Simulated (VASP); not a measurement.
# BN (R3m) in VASP: notebook

Aim: see how the results for BN move with the level of theory and the settings. Levels: BLYP+D3(BJ), BLYP+D4, PBE. Tasks: relaxation of cell and atoms, single point.

Everything below comes from runs of VASP 6.6.1. Logs are shortened: lines on timing, memory, paths and dates and some standing lists are left out, and cuts for length are marked.

## 1. Starting point

Symmetry: R3m, No. 160, trigonal system. Conventional cell: a = 2.502 Å, b = 2.502 Å, c = 10.119 Å, α = 90.00°, β = 90.00°, γ = 120.00°. N (site symmetry 3m) is surrounded by 3 B at 1.44 Å. B (site symmetry 3m) is surrounded by 3 N at 1.44 Å.

The cell is a database's computed one.

## 2. Relaxation of cell and atoms, BLYP+D3(BJ)

INCAR reads:

```
PREC     = Accurate       # precision mode
ENCUT    = 600            # plane-wave cutoff, eV
EDIFF    = 1E-6           # SCF threshold, eV
ISMEAR   = -1             # smearing method
SIGMA    = 0.05           # smearing width, eV
LREAL    = F              # projectors in reciprocal space
LASPH    = T              # aspherical terms in the spheres
NELM     = 80             # most SCF steps
ALGO     = Normal         # electronic algorithm
ISIF     = 3              # what is computed and relaxed
LWAVE    = F              # write WAVECAR
LCHARG   = F              # write CHGCAR
GGA      = B5             # functional
ALDAX    = 1.0          
AGGAX    = 1.0          
AGGAC    = 1.0          
ALDAC    = 0.0          
IVDW     = 12             # dispersion correction
VDW_S6   = 1.0          
VDW_S8   = 2.6996       
VDW_A1   = 0.4298       
VDW_A2   = 4.2359       
IBRION   = 2              # ionic algorithm
NSW      = 60             # ionic steps
EDIFFG   = -0.01          # ionic threshold
```

KPOINTS reads:

```
regular mesh
0
Gamma
  12 12 12
```

POSCAR reads:

```
BN
1.0
    1.2511217832      0.7223354983      3.3729344033
   -1.2511217832      0.7223354983      3.3729344033
    0.0000000000     -1.4446709966      3.3729344033
N B
1 1
Direct
    0.6672382000      0.6672382000      0.6672382000
    0.0003288000      0.0003288000      0.0003288000
```

Potentials or basis: VASP PAW PBE potentials, release 64 (N, B).

Command:

```bash
$ cat potpaw_PBE.64/N/POTCAR potpaw_PBE.64/B/POTCAR > POTCAR
$ mpirun -np 1 vasp_std > vasp.out
```

OUTCAR:

```text
PREC = Accurate
   ENCUT = 600
   EDIFF = 1E-6
   ISMEAR = -1
   LREAL = F
   LASPH = T
   NELM = 80
   ISIF = 3
   GGA = B5
   IVDW = 12
   IBRION = 2
   NSW = 60
   EDIFFG = -0.01
 IVDW          = 12

 ion  position               nearest neighbor table
   1  0.667  0.667  0.667-   2 1.44   2 1.44   2 1.44
   2  0.000  0.000  0.000-   1 1.44   1 1.44   1 1.44

  LATTYP: Found a trigonal (rhomboedric) cell.
 ALAT       =     3.6692997666
 COS(alpha) =     0.7674786797

  Lattice vectors:

 A1 = (   1.2511217832,   0.7223354983,   3.3729344033)
 A2 = (  -1.2511217832,   0.7223354983,   3.3729344033)
 A3 = (   0.0000000000,  -1.4446709966,   3.3729344033)

Analysis of symmetry for initial positions (statically):
=====================================================================
 Subroutine PRICEL returns:
 Original cell was already a primitive cell.

 Routine SETGRP: Setting up the symmetry group for a
 trigonal (rhombohedral) supercell.

 Subroutine GETGRP returns: Found  6 space group operations
 (whereof  6 operations were pure point group operations)
 out of a pool of 12 trial point group operations.

The static configuration has the point symmetry C_3v.

Analysis of symmetry for dynamics (positions and initial velocities):
=====================================================================
 Subroutine PRICEL returns:
 Original cell was already a primitive cell.

 Routine SETGRP: Setting up the symmetry group for a
 trigonal (rhombohedral) supercell.

 Subroutine GETGRP returns: Found  6 space group operations
 (whereof  6 operations were pure point group operations)
 out of a pool of 12 trial point group operations.

The dynamic configuration has the point symmetry C_3v.

 Subroutine INISYM returns: Found  6 space group operations
 (whereof  6 operations are pure point group operations),
 and found     1 'primitive' translations

----------------------------------------------------------------------------------------

                                     Primitive cell

  volume of cell :      18.2893

  direct lattice vectors                    reciprocal lattice vectors
     1.251121783  0.722335498  3.372934403     0.399641351  0.230733042  0.098825916
    -1.251121783  0.722335498  3.372934403    -0.399641351  0.230733042  0.098825916
     0.000000000 -1.444670997  3.372934403     0.000000000 -0.461466083  0.098825916

  length of vectors
     3.669299767  3.669299767  3.669299767     0.471929558  0.471929558  0.471929558

  position of ions in fractional coordinates (direct lattice)
     0.667238200  0.667238200  0.667238200
     0.000328800  0.000328800  0.000328800

  ion indices of the primitive-cell ions
   primitive index   ion index
[... 81 lines left out ...]
   ISYM   =      2    0-nonsym 1-usesym 2-fastsym
   POTIM  = 0.5000    time-step for ionic-motion
   TEBEG  =    0.0;   TEEND  =   0.0 temperature during run
   PSTRESS=    0.0 pullay stress
   NELECT =       8.0000    total number of electrons
   NUPDOWN=      -1.0000    fix difference up-down
   EMIN   =  10.00;   EMAX   =-10.00  energy-range for DOS
   EFERMI =   0.00;   METHOD = LEGACY
   ISMEAR =    -1;   SIGMA  =   0.05  broadening in eV -4-tet -1-fermi 0-gaus
   EFERMI_NEDOS =   21; number of points for ismear=-14 and -15
   IALGO  =     38    algorithm
   IMIX   =      4    mixing-type and parameters
     AMIX     =   0.40;   BMIX     =  1.00
     AMIX_MAG =   1.60;   BMIX_MAG =  1.00
  volume/ion in A,a.u.               =       9.14        61.71
  Fermi-wavevector in a.u.,A,eV,Ry     =   1.242717  2.348395 21.012099  1.544346
  Thomas-Fermi vector in A             =   2.377059
   LORBIT       =      0    0 simple, 1 ext, 2 COOP (PROOUT), +10 PAW based schemes
   GGA     = B5    functional components
   LHFCALC =     F    Hartree Fock is set to
   AEXX    =    0.0000 exact exchange contribution
   IVDW    =    12    specifies the selected vdW correction
   LEPSILON=     F    determine dielectric tensor
   LRPA    =     F    only Hartree local field effects (RPA)
 conjugate gradient relaxation of ions
 non-spin polarized calculation
  energy-cutoff  :      600.00
  volume of cell :       18.29
 maximum number of plane-waves:       624
 NGX is ok and might be reduce to    30
   NGX = 15   NGY = 15   NGZ = 15

--------------------------------------- Ionic step        1  -------------------------------------------

 number of electron       8.0000000 magnetization

 Free energy of the ion-electron system (eV)
  ---------------------------------------------------
  ext. energy  EPLUGINS =         0.00000000
  ---------------------------------------------------
  free energy    TOTEN  =       -16.82854092 eV

  energy without entropy =      -16.82854092  energy(sigma->0) =      -16.82854092

------------------------ aborting loop because EDIFF is reached ----------------------------------------

 Edisp (eV)   -0.53207

 E8    (eV) :    -0.3189
[... 105 lines left out ...]
  FREE ENERGIE OF THE ION-ELECTRON SYSTEM (eV)
  ---------------------------------------------------
  free  energy   TOTEN  =       -17.3616834516 eV

  energy  without entropy=      -17.3616834516  energy(sigma->0) =      -17.36168345

[... ionic steps 4 to 9 ...]

--------------------------------------- Ionic step       10  -------------------------------------------

 number of electron       8.0000000 magnetization

------------------------ aborting loop because EDIFF is reached ----------------------------------------
[... 75 lines left out ...]
--------------------------------------- Ionic step       12  -------------------------------------------

 number of electron       8.0000000 magnetization

 Free energy of the ion-electron system (eV)
  ---------------------------------------------------
  ext. energy  EPLUGINS =         0.00000000
  ---------------------------------------------------
  free energy    TOTEN  =       -16.79570972 eV

  energy without entropy =      -16.79570972  energy(sigma->0) =      -16.79570972

 E-fermi :   4.1229     XC(G=0):  -9.8587

 val. band max:        3.0044052980   @ k =  -0.3333   0.2500  -0.0000
 cond. band min:       7.2189192843   @ k =   0.5000   0.5000  -0.0000
 fundamental gap:      4.2145139863
 Fermi energy:         4.1229242681

 k-point     1 :       0.0000    0.0000    0.0000
  band No.  band energies     occupation
      1     -14.7643      2.00000
      2      -0.7756      2.00000
      3       1.6077      2.00000
      4       1.6077      2.00000
      5       8.6522      0.00000
      6      14.7317      0.00000
      7      14.7317      0.00000
      8      16.1615      0.00000
[... 243 lines left out ...]
 k-point    24 :      -0.4167    0.1667    0.0000
  band No.  band energies     occupation
      1     -11.3215      2.00000
      2      -5.5728      2.00000
      3      -2.4101      2.00000
      4       2.7396      2.00000
      5       8.2789      0.00000
      6      14.6769      0.00000
      7      16.8965      0.00000
      8      17.7366      0.00000

 [... further k-points ...]

------------------------ aborting loop because EDIFF is reached ----------------------------------------

 Edisp (eV)   -0.57362

 E8    (eV) :    -0.3452
[... 25 lines left out ...]
  FREE ENERGIE OF THE ION-ELECTRON SYSTEM (eV)
  ---------------------------------------------------
  free  energy   TOTEN  =       -17.3693316317 eV

  energy  without entropy=      -17.3693316317  energy(sigma->0) =      -17.36933163

 reached required accuracy - stopping structural energy minimisation
```

OSZICAR:

```text
N       E                     dE             d eps       ncg     rms          rms(c)
DAV:   1     0.183884944075E+02    0.18388E+02   -0.52164E+03  3080   0.105E+03
DAV:   2    -0.183504636981E+02   -0.36739E+02   -0.35519E+02  4072   0.198E+02
[... 77 lines left out ...]
DAV:   1    -0.167956013329E+02   -0.53745E-05   -0.14205E-06  2472   0.118E-02    0.751E-04
DAV:   2    -0.167956013175E+02    0.15400E-07   -0.43732E-08  1512   0.243E-03
  11 F= -.17369326E+02 E0= -.17369326E+02  d E =-.581030E-04
       N       E                     dE             d eps       ncg     rms          rms(c)
DAV:   1    -0.167957102929E+02   -0.10896E-03   -0.14572E-03  3032   0.380E-01    0.731E-03
DAV:   2    -0.167957097190E+02    0.57387E-06   -0.74332E-06  4848   0.329E-02
  12 F= -.17369332E+02 E0= -.17369332E+02  d E =-.519422E-05
```

CONTCAR:

```text
BN
   1.00000000000000
     1.2521926655921953    0.7229537725373589    3.1764226170104592
    -1.2521926655921953    0.7229537725373589    3.1764226170104592
     0.0000000000000000   -1.4459075450747179    3.1764226170104592
  N               B
     1     1
Direct
     0.6673763359687465    0.6673763359687465    0.6673763359687465
     0.0001906640312519    0.0001906640312519    0.0001906640312519

  0.00000000E+00  0.00000000E+00  0.00000000E+00
  0.00000000E+00  0.00000000E+00  0.00000000E+00
```

It took 3 min on 1 thread of AMD EPYC 9R45 (Zen 5), shared host; peak memory 0.17 GiB.

Results:

| Property | Result |
| --- | --- |
| Free energy | -17.3693 eV |
| Relaxed volume | 8.63 Å³/atom |
| Relaxed cell | a = 3.490 Å, b = 3.490 Å, c = 3.490 Å, α = 42.05°, β = 42.05°, γ = 42.05° |
| Space group after relaxing (to 0.05 Å) | R3m (No. 160) |
| Energy gained by relaxing | 4.4 meV/atom |
| Ionic steps | 12 |
| Pressure after relaxing | 0.0 GPa |
| Band gap on the k mesh | 4.21 eV, indirect (least direct gap 4.77 eV) |
| Dispersion energy per atom | -0.287 eV |

Forces in eV/Å, atoms in the order of the input:
```
N    0.000  0.000 -0.003
B    0.000  0.000  0.003
```

Step by step:
```csv
step,energy change (eV),largest force (eV/Å),pressure (GPa),volume (Å³)
1,0.0000,0.0005,0.14,18.29
2,-0.0010,0.0034,-2.41,18.31
3,-0.0011,0.0025,-1.87,18.31
4,-0.0022,0.0037,-1.74,18.21
5,-0.0052,0.0077,-1.44,17.94
6,-0.0085,0.0194,-0.64,17.39
7,-0.0087,0.0236,-0.39,17.23
8,-0.0087,0.0228,-0.44,17.26
9,-0.0085,0.0101,0.92,17.23
10,-0.0087,0.0115,0.05,17.25
11,-0.0087,0.0117,0.03,17.25
12,-0.0087,0.0027,-0.02,17.25
```

Final structure:
```
N B
1.0
     1.25219    0.72295    3.17642
    -1.25219    0.72295    3.17642
     0.00000   -1.44591    3.17642
N B
1 1
Direct
  0.66738 0.66738 0.66738
  0.00019 0.00019 0.00019
```

Caveat: the PAW data sets were made with another functional, which shifts forces and pressure a little.

[end of part 1 of 2]
